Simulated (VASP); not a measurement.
A run of VASP 6.6.1 is set up as follows.

File INCAR:

```
PREC = Accurate
ENCUT = 600
EDIFF = 1E-6
ISMEAR = 0
SIGMA = 0.03
LREAL = False
LASPH = True
NELM = 80
ALGO = Normal
ISIF = 3
LWAVE = False
LCHARG = False
GGA = PS
IBRION = 2
NSW = 90
EDIFFG = -0.01
KPAR = 4
```

File KPOINTS:

```
regular mesh
0
Gamma
  10 10 10
```

Contents of POSCAR:

```
GaAs
1.0
    0.0000000000      2.8268500000      2.8268500000
    2.8268500000      0.0000000000      2.8268500000
    2.8268500000      2.8268500000      0.0000000000
Ga As
1 1
Direct
    0.0000000000      0.0000000000      0.0000000000
    0.2500000000      0.2500000000      0.2500000000
```

Potentials or basis: VASP PAW PBE potentials, release 64 (Ga_d, As).

The run is started by

```console
$ cat potpaw_PBE.64/Ga_d/POTCAR potpaw_PBE.64/As/POTCAR > POTCAR
$ mpirun -np 4 vasp_std > vasp.out
```

(1) Estimate the relaxed volume.

(2) What does it give for the space group after relaxing (to 0.05 Å)?

(3) Estimate the relaxed cell.

Results:

(1) 22.70 Å³/atom.

(2) F-43m (No. 216).

(3) a = 4.004 Å, b = 4.004 Å, c = 4.004 Å, α = 60.00°, β = 60.00°, γ = 60.00°.

Caveat: the PAW data sets were made with another functional, which shifts forces and pressure a little.
